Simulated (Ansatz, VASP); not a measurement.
This is a calculation of PbF2 (Fluorocronite) for VASP 6.6.1.

Contents of INCAR:

```
SYSTEM = PbF2
ALGO = Normal ; EDIFF = 1E-7
ENCUT = 520 ; GGA = PS
ISIF = 2 ; ISMEAR = -1
LASPH = .True. ; LCHARG = .False.
LREAL = .False. ; LWAVE = .False.
NBANDS = 21 ; NELM = 100
PREC = Accurate ; SIGMA = 0.05
```

File KPOINTS:

```
k-points
0
Gamma
  8 8 8
  0 0 0
```

File POSCAR:

```
PbF2
1.0
    0.0000000000      2.9031601670      2.9031601670
    2.9031601670      0.0000000000      2.9031601670
    2.9031601670      2.9031601670      0.0000000000
Pb F
1 2
Direct
    0.0000000000      0.0000000000      0.0000000000
    0.7500000000      0.7500000000      0.7500000000
    0.2500000000      0.2500000000      0.2500000000
```

Potentials or basis: VASP PAW PBE potentials, release 64 (Pb_d, F).

The run is started by

```console
$ cat potpaw_PBE.64/Pb_d/POTCAR potpaw_PBE.64/F/POTCAR > POTCAR
$ mpirun -np 1 vasp_std > vasp.out
```

**Question.** Set up the same calculation for Ansatz 0.2.0. Potentials there: Ansatz PAW.

**Answer.** As run (the cutoff follows the program's own potentials):

input.yaml

```yaml
crystal:
  lattice:
    - [0.0, 2.903160167, 2.903160167]
    - [2.903160167, 0.0, 2.903160167]
    - [2.903160167, 2.903160167, 0.0]
  atoms:
    - { symbol: Pb, position: [0.0, 0.0, 0.0] }
    - { symbol: F, position: [0.75, 0.75, 0.75] }
    - { symbol: F, position: [0.25, 0.25, 0.25] }
hamiltonian:
  xc: pbesol
  pseudopotentials: { kind: paw }
kpoints:
  mp_grid: { grid: [8, 8, 8] }
scf:
  occupations: { method: fermi_dirac, width: 0.05 }
output:
  forces: true
  stress: true
  eigenvalues: true
```

Potentials or basis: Ansatz PAW.

Run with:

```bash
$ ansatz run input.yaml --threads 2 --pin off --max-ram 5632MiB --backend cpu --events-out ev --progress --plain --runs-dir out
```

Both were run:

|  | VASP | Ansatz | Ansatz less VASP |
| --- | --- | --- | --- |
| gap on the k mesh at the Fermi level (eV) | 4.28 | 4.28 | +0.006 |
| least direct gap on the mesh (eV) | 4.44 | 4.45 | +0.005 |
| pressure (GPa) | 3.8 | 4.0 | +0.22 |

The functional is the same, so the differences come from potentials, cutoffs and numerics.

Caveats: spin-orbit coupling is left out, which as a rule narrows the gap of such compounds by several tenths of an eV; the PAW data sets were made with another functional, which shifts forces and pressure a little (VASP); the pressure holds a Pulay correction of +0.5 GPa for the finite cutoff (Ansatz); the PAW data sets come from PBE, with cores solved anew for the run's functional, which leaves a small shift of forces and pressure (Ansatz). A k mesh can miss the band edges.
